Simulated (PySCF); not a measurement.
# Excitation energies in several basis sets

Propanoic acid, C3H6O2.
Bonds: C1–C2, C2–C3, C3–O4 (double), C3–O5. Hydrogens: H6, H7, H8 on C1; H9, H10 on C2; H11 on O5.

TDDFT with PBE0 (PySCF), vertical singlets, core orbitals frozen in the response, spherical d and f functions. Geometry: PBE0-D3(BJ)/def2-SVP, one conformer, isolated molecule.

Problem. How do the low singlets change with the basis? Take 6-31G*, def2-SVP, 6-31+G*, def2-SVPD, aug-cc-pVDZ, def2-TZVP and def2-TZVPD.

Solution. 

| basis | functions | diffuse | S1 (eV) | S2 (eV) | S3 (eV) | S4 (eV) | S5 (eV) | LUMO (eV) | α (au) |
| --- | --- | --- | --- | --- | --- | --- | --- | --- | --- |
| 6-31G* | 82 | no | 6.01 | 8.57 | 9.17 | 9.18 | 9.30 | 0.69 | 36.4 |
| def2-SVP | 100 | no | 6.03 | 8.32 | 8.72 | 9.05 | 9.11 | 0.53 | 37.2 |
| 6-31+G* | 102 | yes | 6.01 | 7.18 | 7.82 | 8.24 | 8.39 | 0.24 | 41.8 |
| def2-SVPD | 154 | yes | 5.95 | 7.43 | 8.09 | 8.51 | 8.68 | 0.09 | 45.2 |
| aug-cc-pVDZ | 169 | yes | 5.93 | 6.88 | 7.42 | 7.91 | 7.92 | -0.15 | 45.9 |
| def2-TZVP | 191 | no | 5.99 | 7.81 | 8.28 | 8.85 | 8.86 | 0.30 | 42.9 |
| def2-TZVPD | 245 | yes | 5.94 | 7.05 | 7.72 | 8.15 | 8.26 | 0.10 | 46.0 |

States are compared by their number. Against the largest diffuse basis here (def2-TZVPD, itself not a converged limit), sets without diffuse functions differ by up to 0.09 eV in S1 and 1.04 eV in S5; the smaller diffuse sets differ by up to 0.07 and 0.42 eV. State by state, the largest deviation of a set without diffuse functions is S1 0.09, S2 1.52, S3 1.45, S4 1.02, S5 1.04 eV. The same number needn't mean the same state in each row. Against def2-TZVPD the polarisability deviates by -21% in 6-31G*, -19% in def2-SVP, -9% in 6-31+G*, -2% in def2-SVPD, 0% in aug-cc-pVDZ, -7% in def2-TZVP. A single + in a Pople set puts diffuse functions on heavy atoms only.
